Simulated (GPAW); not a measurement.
The system is TiO.

```xyz
6
Lattice="4.0867 0.0000 0.0000 0.0000 4.0867 0.0000 0.0000 0.0000 4.0867" Properties=species:S:1:pos:R:3 pbc="T T T"
Ti    2.0433    0.0000    2.0433
Ti    0.0000    2.0433    2.0433
Ti    2.0433    2.0433    0.0000
O     0.0000    0.0000    2.0433
O     2.0433    0.0000    0.0000
O     0.0000    2.0433    0.0000
```

The cell comes from a database or a generator and needn't be the stable form of this composition.

Base run:

| Quantity | Value |
| --- | --- |
| Program | GPAW 26.7.0 |
| Functional | r2SCAN |
| Potentials or basis | GPAW PAW data sets (gpaw-data 1.2.1) |
| Cutoff | 800 eV |
| Basis | pw |
| k mesh | 5 × 5 × 5 |
| Occupations | fermi-dirac, width 0.05 eV |
| Spin | no spin polarisation |

Its results: pressure -3.5 GPa.

**Question.** The run is repeated on the same cell with these changes: functional from r2SCAN to LDA; potentials or basis from GPAW PAW data sets (gpaw-data 1.2.1) to the program's PAW data sets (release 1.2.1) made for this functional. What comes out?

**Answer.** Pressure -13.2 GPa.

Caveats: the PAW data sets were made with another functional, which shifts forces and pressure a little (some runs).

Not every run made on this cell is shown here.
